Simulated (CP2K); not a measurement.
# PBE/DZVP on MgTe: a test of settings

Aim: start from a run with usual settings and see what each changed setting does to the results.

Method: PBE/DZVP, atoms fixed, no spin polarisation, in CP2K 2026.2.

### 1 The system as given

The structure is cubic, space group F-43m (No. 216). The conventional cell has a = 6.466 Å, b = 6.466 Å, c = 6.466 Å, α = 90.00°, β = 90.00°, γ = 90.00°. Around Mg (site symmetry -43m) lie 4 Te at 2.80 Å. Te (site symmetry -43m) is surrounded by 4 Mg at 2.80 Å.

As a file:

```xyz
2
Lattice="4.5723 0.0000 0.0000 2.2862 3.9597 0.0000 2.2862 1.3199 3.7333" Properties=species:S:1:pos:R:3 pbc="T T T"
Mg    0.0000    0.0000    0.0000
Te    6.8585    3.9597    2.8000
```

The structure type (database structure) is imposed and need not be the compound's stable one.

### 2 The reference run

A small atomic basis brings errors of its own in gap and pressure, and the grid adds noise to the pressure.

Input file run.inp:

```
&GLOBAL
 PROJECT run
 RUN_TYPE ENERGY_FORCE
 PRINT_LEVEL LOW
&END GLOBAL
&FORCE_EVAL
 METHOD QS
 STRESS_TENSOR ANALYTICAL
 &DFT
  BASIS_SET_FILE_NAME BASIS_MOLOPT
  POTENTIAL_FILE_NAME GTH_POTENTIALS
  &QS
   EXTRAPOLATION USE_GUESS
  &END QS
  &MGRID
   CUTOFF 700
   REL_CUTOFF 50
  &END MGRID
  &XC
   &XC_FUNCTIONAL PBE
   &END XC_FUNCTIONAL
  &END XC
  &KPOINTS
   SCHEME MONKHORST-PACK 5 5 5
   SYMMETRY F
   FULL_GRID F
  &END KPOINTS
  &SCF
   ADDED_MOS 8
   EPS_SCF 1e-6
   MAX_SCF 80
   &DIAGONALIZATION
   &END DIAGONALIZATION
   &MIXING
    METHOD BROYDEN_MIXING
    ALPHA 0.3
   &END MIXING
   &SMEAR
    METHOD FERMI_DIRAC
    ELECTRONIC_TEMPERATURE [K] 232
   &END SMEAR
   &PRINT
    &ITERATION_INFO
    &END ITERATION_INFO
   &END PRINT
  &END SCF
  &PRINT
   &BAND_STRUCTURE
    FILE_NAME bands.bs
    ADDED_MOS 6
    &KPOINT_SET
     UNITS B_VECTOR
     SPECIAL_POINT 0.00000000 0.00000000 0.00000000
     NPOINTS 0
    &END KPOINT_SET
    &KPOINT_SET
     UNITS B_VECTOR
     SPECIAL_POINT -0.50000000 -0.50000000 0.00000000
     NPOINTS 0
    &END KPOINT_SET
    &KPOINT_SET
     UNITS B_VECTOR
     SPECIAL_POINT -0.37500000 -0.37500000 0.25000000
     NPOINTS 0
    &END KPOINT_SET
    &KPOINT_SET
     UNITS B_VECTOR
     SPECIAL_POINT -0.37500000 0.00000000 0.37500000
     NPOINTS 0
    &END KPOINT_SET
    &KPOINT_SET
     UNITS B_VECTOR
     SPECIAL_POINT 0.00000000 0.00000000 0.50000000
     NPOINTS 0
    &END KPOINT_SET
    &KPOINT_SET
     UNITS B_VECTOR
     SPECIAL_POINT -0.50000000 -0.25000000 0.25000000
     NPOINTS 0
    &END KPOINT_SET
   &END BAND_STRUCTURE
  &END PRINT
 &END DFT
 &SUBSYS
  &CELL
   A 4.57232199 0.00000000 0.00000000
   B 2.28616100 3.95974700 0.00000000
   C 2.28616100 1.31991567 3.73328527
  &END CELL
  &COORD
   SCALED
   Mg 0.00000000 -0.00000000 -0.00000000
   Te 0.75000000 0.75000000 0.75000000
  &END COORD
  &KIND Mg
   BASIS_SET DZVP-MOLOPT-SR-GTH
   POTENTIAL GTH-PBE
  &END KIND
  &KIND Te
   BASIS_SET DZVP-MOLOPT-SR-GTH
   POTENTIAL GTH-PBE
  &END KIND
 &END SUBSYS
 &PRINT
  &STRESS_TENSOR
  &END STRESS_TENSOR
  &FORCES
  &END FORCES
 &END PRINT
&END FORCE_EVAL
```

On the command line:

```
> cp2k.psmp -i run.inp
```

The log of the run (excerpt; [...] marks lines left out):

```text
[...]
 CP2K| version string:                                       CP2K version 2026.2
[...]
                             - Atoms:                                          2
[...]
                             - Spherical basis functions:                     22
[...]
 Number of electrons:                                                         16
[...]
     1 NoMix/Diag. 0.30E+00    0.4     1.74279507       -71.6059940342 -7.16E+01
[...]
    12 Broy./Diag. 0.30E+00    0.5     0.00000022       -71.5065468356 -4.07E-08
  *** SCF run converged in    12 steps ***
[...]
  Overlap energy of the core charge distribution:               0.00000000000000
  Self energy of the core charge distribution:               -164.00829217110874
  Core Hamiltonian energy:                                     46.85361815544658
  Hartree energy:                                              56.08599352729262
  Exchange-correlation energy:                                -10.43786634726011
  Electronic entropic energy:                                  -0.00000000000000
  Fermi energy:                                                 0.11608935474189
  Total energy:                                               -71.50654683562965
  Total energy (extrapolated to T->0):                        -71.50654683562965
[...]
 ENERGY| Total FORCE_EVAL ( QS ) energy [hartree]            -71.506547806602399
 FORCES| Atomic forces [hartree/bohr]
 FORCES|   Atom     x               y               z               |f|
 FORCES|      1  3.25407415E-03  1.87595812E-03  1.32994764E-03   3.98459259E-03
 FORCES|      2  5.11792893E-04  2.95478695E-04  2.08749161E-04   6.26750218E-04
 FORCES| Sum     3.76586704E-03  2.17143681E-03  1.53869680E-03
 FORCES| Total atomic force                                       4.61134256E-03
 STRESS| Analytical stress tensor [bar]
 STRESS|                        x                   y                   z
 STRESS|      x        1.76087793125E+04   1.72280383150E+03   1.21820594838E+03
 STRESS|      y        1.72280383150E+03   1.56185838345E+04   7.03265154189E+02
 STRESS|      z        1.21820594838E+03   7.03265154189E+02   1.51219121208E+04
 STRESS| 1/3 Trace                                             1.61164250892E+04
 STRESS| Determinant                                           4.08507364817E+12
[...]
```

Wall time 7.4 s (2 threads of Arm Neoverse V1, shared host); peak memory 0.38 GiB.

Gap 2.23 eV; pressure 1.6 GPa.

### 3 Change: KPOINTS = 7x7x7

run.inp, as its differences from that of step 2:

```diff
@@ -23,3 +23,3 @@
   &KPOINTS
-   SCHEME MONKHORST-PACK 5 5 5
+   SCHEME MONKHORST-PACK 7 7 7
    SYMMETRY F
```

On the command line:

```
> cp2k.psmp -i run.inp
```

The log of the run (excerpt; [...] marks lines left out):

```text
[...]
 CP2K| version string:                                       CP2K version 2026.2
[...]
                             - Atoms:                                          2
[...]
                             - Spherical basis functions:                     22
[...]
 Number of electrons:                                                         16
[...]
     1 NoMix/Diag. 0.30E+00    0.5     1.74025000       -71.6059940342 -7.16E+01
[...]
    12 Broy./Diag. 0.30E+00    0.7     0.00000054       -71.5068130101  2.68E-07
  *** SCF run converged in    12 steps ***
[...]
  Overlap energy of the core charge distribution:               0.00000000000000
  Self energy of the core charge distribution:               -164.00829217110874
  Core Hamiltonian energy:                                     46.85236479518488
  Hartree energy:                                              56.08650953731988
  Exchange-correlation energy:                                -10.43739517151641
  Electronic entropic energy:                                  -0.00000000000000
  Fermi energy:                                                 0.11246028755954
  Total energy:                                               -71.50681301012038
  Total energy (extrapolated to T->0):                        -71.50681301012038
[...]
 ENERGY| Total FORCE_EVAL ( QS ) energy [hartree]            -71.506815081653997
 FORCES| Atomic forces [hartree/bohr]
 FORCES|   Atom     x               y               z               |f|
 FORCES|      1  3.25863756E-03  1.87849676E-03  1.33187471E-03   3.99015778E-03
 FORCES|      2  5.11010075E-04  2.95026387E-04  2.08428312E-04   6.25790881E-04
 FORCES| Sum     3.76964764E-03  2.17352315E-03  1.54030302E-03
 FORCES| Total atomic force                                       4.61594839E-03
 STRESS| Analytical stress tensor [bar]
 STRESS|                        x                   y                   z
 STRESS|      x        1.72996925724E+04   1.72436546436E+03   1.21931018487E+03
 STRESS|      y        1.72436546436E+03   1.53076882344E+04   7.03901948124E+02
 STRESS|      z        1.21931018487E+03   7.03901948124E+02   1.48105700589E+04
 STRESS| 1/3 Trace                                             1.58059836219E+04
 STRESS| Determinant                                           3.84970184301E+12
[...]
```

It took 9.6 s on 2 threads of Arm Neoverse V1, shared host; peak memory 0.38 GiB.

Against the reference run the gap moves by 0.00 eV and the energy by -3.6 meV/atom.

### 4 Change: CUTOFF = 200

run.inp, as its differences from that of step 3:

```diff
@@ -15,3 +15,3 @@
   &MGRID
-   CUTOFF 700
+   CUTOFF 200
    REL_CUTOFF 50
@@ -23,3 +23,3 @@
   &KPOINTS
-   SCHEME MONKHORST-PACK 7 7 7
+   SCHEME MONKHORST-PACK 5 5 5
    SYMMETRY F
```

On the command line:

```
> cp2k.psmp -i run.inp
```

The log of the run (excerpt; [...] marks lines left out):

```text
[...]
 CP2K| version string:                                       CP2K version 2026.2
[...]
                             - Atoms:                                          2
[...]
                             - Spherical basis functions:                     22
[...]
 Number of electrons:                                                         16
[...]
     1 NoMix/Diag. 0.30E+00    0.2     1.72920268       -71.5313965644 -7.15E+01
[...]
    13 Broy./Diag. 0.30E+00    0.3     0.00000032       -71.4294063905  1.12E-06
  *** SCF run converged in    13 steps ***
[...]
  Overlap energy of the core charge distribution:               0.00000000000000
  Self energy of the core charge distribution:               -164.00829217110874
  Core Hamiltonian energy:                                     46.79923375046411
  Hartree energy:                                              56.24093118463031
  Exchange-correlation energy:                                -10.46127915453410
  Electronic entropic energy:                                  -0.00000000000000
  Fermi energy:                                                 0.11204565487839
  Total energy:                                               -71.42940639054841
  Total energy (extrapolated to T->0):                        -71.42940639054841
[...]
 ENERGY| Total FORCE_EVAL ( QS ) energy [hartree]            -71.429405874111879
 FORCES| Atomic forces [hartree/bohr]
 FORCES|   Atom     x               y               z               |f|
 FORCES|      1 -2.52545056E-03 -1.45691834E-03 -1.03153265E-03   3.09266410E-03
 FORCES|      2  1.50878266E-03  8.71091400E-04  6.15770049E-04   1.84780900E-03
 FORCES| Sum    -1.01666790E-03 -5.85826942E-04 -4.15762604E-04
 FORCES| Total atomic force                                       1.24485556E-03
 STRESS| Analytical stress tensor [bar]
 STRESS|                        x                   y                   z
 STRESS|      x       -1.88484269519E+05   2.03866021693E+04   1.44155035594E+04
 STRESS|      y        2.03866021693E+04  -2.12025548576E+05   8.32272689936E+03
 STRESS|      z        1.44155035594E+04   8.32272689936E+03  -2.17910003933E+05
 STRESS| 1/3 Trace                                            -2.06139940676E+05
 STRESS| Determinant                                          -8.55586782988E+15
[...]
```

Wall time 5 s (2 threads of Arm Neoverse V1, shared host); peak memory 0.19 GiB.

Against the reference run the gap moves by -0.04 eV and the energy by +1049.6 meV/atom.

### 5 Change: ELECTRONIC_TEMPERATURE = 3000

run.inp, as its differences from that of step 4:

```diff
@@ -15,3 +15,3 @@
   &MGRID
-   CUTOFF 200
+   CUTOFF 700
    REL_CUTOFF 50
@@ -39,3 +39,3 @@
     METHOD FERMI_DIRAC
-    ELECTRONIC_TEMPERATURE [K] 232
+    ELECTRONIC_TEMPERATURE [K] 3000
    &END SMEAR
```

On the command line:

```
> cp2k.psmp -i run.inp
```

The log of the run (excerpt; [...] marks lines left out):

```text
[...]
 CP2K| version string:                                       CP2K version 2026.2
[...]
                             - Atoms:                                          2
[...]
                             - Spherical basis functions:                     22
[...]
 Number of electrons:                                                         16
[...]
     1 NoMix/Diag. 0.30E+00    0.4     1.74164255       -71.6059940342 -7.16E+01
[...]
    12 Broy./Diag. 0.30E+00    0.5     0.00000033       -71.5065699305  7.07E-08
  *** SCF run converged in    12 steps ***
[...]
  Overlap energy of the core charge distribution:               0.00000000000000
  Self energy of the core charge distribution:               -164.00829217110874
  Core Hamiltonian energy:                                     46.85374846497982
  Hartree energy:                                              56.08592700900881
  Exchange-correlation energy:                                -10.43779761414474
  Electronic entropic energy:                                  -0.00015561893118
  Fermi energy:                                                 0.13168993433852
  Total energy:                                               -71.50656993050082
  Total energy (extrapolated to T->0):                        -71.50649212103522
[...]
 ENERGY| Total FORCE_EVAL ( QS ) energy [hartree]            -71.506571355400496
 FORCES| Atomic forces [hartree/bohr]
 FORCES|   Atom     x               y               z               |f|
 FORCES|      1  3.25706300E-03  1.87767641E-03  1.33116741E-03   3.98824959E-03
 FORCES|      2  5.11633410E-04  2.95386631E-04  2.08683887E-04   6.26554844E-04
 FORCES| Sum     3.76869641E-03  2.17306304E-03  1.53985129E-03
 FORCES| Total atomic force                                       4.61480418E-03
 STRESS| Analytical stress tensor [bar]
 STRESS|                        x                   y                   z
 STRESS|      x        1.77378857551E+04   1.72303110982E+03   1.21836665937E+03
 STRESS|      y        1.72303110982E+03   1.57474273530E+04   7.03358047728E+02
 STRESS|      z        1.21836665937E+03   7.03358047728E+02   1.52506902568E+04
 STRESS| 1/3 Trace                                             1.62453344549E+04
 STRESS| Determinant                                           4.18544071968E+12
[...]
```

Wall time 7.3 s (2 threads of Arm Neoverse V1, shared host); peak memory 0.38 GiB.

Against the reference run the gap moves by 0.00 eV and the energy by -0.3 meV/atom.

### 6 Change: EPS_SCF = 1e-4

run.inp, as its differences from that of step 5:

```diff
@@ -29,3 +29,3 @@
    ADDED_MOS 8
-   EPS_SCF 1e-6
+   EPS_SCF 1e-4
    MAX_SCF 80
@@ -39,3 +39,3 @@
     METHOD FERMI_DIRAC
-    ELECTRONIC_TEMPERATURE [K] 3000
+    ELECTRONIC_TEMPERATURE [K] 232
    &END SMEAR
```

On the command line:

```
> cp2k.psmp -i run.inp
```

The log of the run (excerpt; [...] marks lines left out):

```text
[...]
 CP2K| version string:                                       CP2K version 2026.2
[...]
                             - Atoms:                                          2
[...]
                             - Spherical basis functions:                     22
[...]
 Number of electrons:                                                         16
[...]
     1 NoMix/Diag. 0.30E+00    0.4     1.74279507       -71.6059940342 -7.16E+01
[...]
     7 Broy./Diag. 0.30E+00    0.5     0.00005780       -71.5063883392  2.86E-03
  *** SCF run converged in     7 steps ***
[...]
  Overlap energy of the core charge distribution:               0.00000000000000
  Self energy of the core charge distribution:               -164.00829217110874
  Core Hamiltonian energy:                                     46.85353617013709
  Hartree energy:                                              56.08619305156427
  Exchange-correlation energy:                                -10.43782538982400
  Electronic entropic energy:                                  -0.00000000000000
  Fermi energy:                                                 0.11607747727092
  Total energy:                                               -71.50638833923138
  Total energy (extrapolated to T->0):                        -71.50638833923138
[...]
 ENERGY| Total FORCE_EVAL ( QS ) energy [hartree]            -71.506547805831701
 FORCES| Atomic forces [hartree/bohr]
 FORCES|   Atom     x               y               z               |f|
 FORCES|      1  3.97308271E-03  2.29046146E-03  1.62377709E-03   4.86500277E-03
 FORCES|      2  5.11669625E-04  2.95407630E-04  2.08698808E-04   6.26599286E-04
 FORCES| Sum     4.48475234E-03  2.58586909E-03  1.83247590E-03
 FORCES| Total atomic force                                       5.49160181E-03
 STRESS| Analytical stress tensor [bar]
 STRESS|                        x                   y                   z
 STRESS|      x        1.76052341363E+04   1.72297603593E+03   1.21832771511E+03
 STRESS|      y        1.72297603593E+03   1.56148402026E+04   7.03335362549E+02
 STRESS|      z        1.21832771511E+03   7.03335362549E+02   1.51181184107E+04
 STRESS| 1/3 Trace                                             1.61127309165E+04
 STRESS| Determinant                                           4.08220090047E+12
[...]
```

It took 4.8 s on 2 threads of Arm Neoverse V1, shared host; peak memory 0.38 GiB.

Against the reference run the gap moves by 0.00 eV and the energy by 0.0 meV/atom.

### 7 Change: ELECTRONIC_TEMPERATURE = 50

run.inp, as its differences from that of step 6:

```diff
@@ -29,3 +29,3 @@
    ADDED_MOS 8
-   EPS_SCF 1e-4
+   EPS_SCF 1e-6
    MAX_SCF 80
@@ -39,3 +39,3 @@
     METHOD FERMI_DIRAC
-    ELECTRONIC_TEMPERATURE [K] 232
+    ELECTRONIC_TEMPERATURE [K] 50
    &END SMEAR
```

On the command line:

```
> cp2k.psmp -i run.inp
```

The log of the run (excerpt; [...] marks lines left out):

```text
[...]
 CP2K| version string:                                       CP2K version 2026.2
[...]
                             - Atoms:                                          2
[...]
                             - Spherical basis functions:                     22
[...]
 Number of electrons:                                                         16
[...]
     1 NoMix/Diag. 0.30E+00    0.4     1.74279507       -71.6059940342 -7.16E+01
[...]
    12 Broy./Diag. 0.30E+00    0.5     0.00000022       -71.5065468356 -4.07E-08
  *** SCF run converged in    12 steps ***
[...]
  Overlap energy of the core charge distribution:               0.00000000000000
  Self energy of the core charge distribution:               -164.00829217110874
  Core Hamiltonian energy:                                     46.85361815544658
  Hartree energy:                                              56.08599352729260
  Exchange-correlation energy:                                -10.43786634726011
  Electronic entropic energy:                                  -0.00000000000000
  Fermi energy:                                                 0.15092820973198
  Total energy:                                               -71.50654683562966
  Total energy (extrapolated to T->0):                        -71.50654683562966
[...]
 ENERGY| Total FORCE_EVAL ( QS ) energy [hartree]            -71.506547806602413
 FORCES| Atomic forces [hartree/bohr]
 FORCES|   Atom     x               y               z               |f|
 FORCES|      1  3.25407415E-03  1.87595811E-03  1.32994764E-03   3.98459259E-03
 FORCES|      2  5.11792893E-04  2.95478695E-04  2.08749161E-04   6.26750218E-04
 FORCES| Sum     3.76586704E-03  2.17143681E-03  1.53869680E-03
 FORCES| Total atomic force                                       4.61134256E-03
 STRESS| Analytical stress tensor [bar]
 STRESS|                        x                   y                   z
 STRESS|      x        1.76087793124E+04   1.72280383151E+03   1.21820594837E+03
 STRESS|      y        1.72280383151E+03   1.56185838345E+04   7.03265154181E+02
 STRESS|      z        1.21820594837E+03   7.03265154181E+02   1.51219121208E+04
 STRESS| 1/3 Trace                                             1.61164250892E+04
 STRESS| Determinant                                           4.08507364816E+12
[...]
```

Run time: 7.4 s. Hardware: 2 threads of Arm Neoverse V1, shared host; peak memory 0.38 GiB.

Against the reference run the gap moves by 0.00 eV and the energy by 0.0 meV/atom.

### 8 Change: BASIS_SET = DZVP-MOLOPT-GTH

run.inp, as its differences from that of step 7:

```diff
@@ -39,3 +39,3 @@
     METHOD FERMI_DIRAC
-    ELECTRONIC_TEMPERATURE [K] 50
+    ELECTRONIC_TEMPERATURE [K] 232
    &END SMEAR
@@ -95,3 +95,3 @@
   &KIND Mg
-   BASIS_SET DZVP-MOLOPT-SR-GTH
+   BASIS_SET DZVP-MOLOPT-GTH
    POTENTIAL GTH-PBE
@@ -99,3 +99,3 @@
   &KIND Te
-   BASIS_SET DZVP-MOLOPT-SR-GTH
+   BASIS_SET DZVP-MOLOPT-GTH
    POTENTIAL GTH-PBE
```

On the command line:

```
> cp2k.psmp -i run.inp
```

The log of the run:

```text
[... start of the log left out ...]
 * /| |                                                                        *
 *******************************************************************************

 ===== Routine Calling Stack =====

            3 read_qs_kind
            2 create_qs_kind_set
            1 CP2K

Program received signal SIGABRT: Process abort signal.

Backtrace for this error:
#0  0x460ba26af957 in ???
#1  0x460bc2f64cac in __pthread_kill_implementation
#2  0x460bc2f0bfb7 in raise
#3  0x460bc2ef5d37 in abort
#4  0x460ba2d82d83 in ???
#5  0x460ba2d84297 in ???
#6  0x460ba2cd551b in ???
#7  0x460ba29bc01b in ???
#8  0x460ba29c4daf in ???
#9  0x460ba2a97903 in ???
#10  0x460ba2953803 in ???
#11  0x460ba275546f in ???
#12  0x460ba3036783 in ???
#13  0x460ba3039d0b in ???
#14  0x460ba2750db3 in ???
#15  0x460ba274ef13 in ???
#16  0x460bc2ef6573 in __libc_start_call_main
#17  0x460bc2ef6657 in __libc_start_main_impl
#18  0x460ba274f06f in ???
#19  0xffffffffffffffff in ???
```

It took 0.26 s on 2 threads of Arm Neoverse V1, shared host; peak memory 0.13 GiB.

The program refused the job.

### 9 Results

| change | ends | gap (eV) | energy (meV/atom) | pressure (GPa) | time |
| --- | --- | --- | --- | --- | --- |
| none | converged | 2.23 | 0 | 1.6 | 7.4 s |
| KPOINTS = 7x7x7 | converged | 0.00 | -3.6 | 0.0 | 9.6 s |
| CUTOFF = 200 | converged | -0.04 | +1049.6 | -22.2 | 5 s |
| ELECTRONIC_TEMPERATURE = 3000 | converged | 0.00 | -0.3 | 0.0 | 7.3 s |
| EPS_SCF = 1e-4 | converged | 0.00 | 0.0 | 0.0 | 4.8 s |
| ELECTRONIC_TEMPERATURE = 50 | converged | 0.00 | 0.0 | 0.0 | 7.4 s |
| BASIS_SET = DZVP-MOLOPT-GTH | refused | – | – | – | 0.26 s |

The first row holds values, the others changes from it. Keys are the program's: temperature in eV (tblite) or K (CP2K), cutoffs in Ry, CUTOFP in Å. Among the numerical settings, CUTOFF = 200 moves the energy most (+1049.6 meV/atom). 1 of the 6 changes gave no result. The changed runs test settings; they are no properties of the crystal.
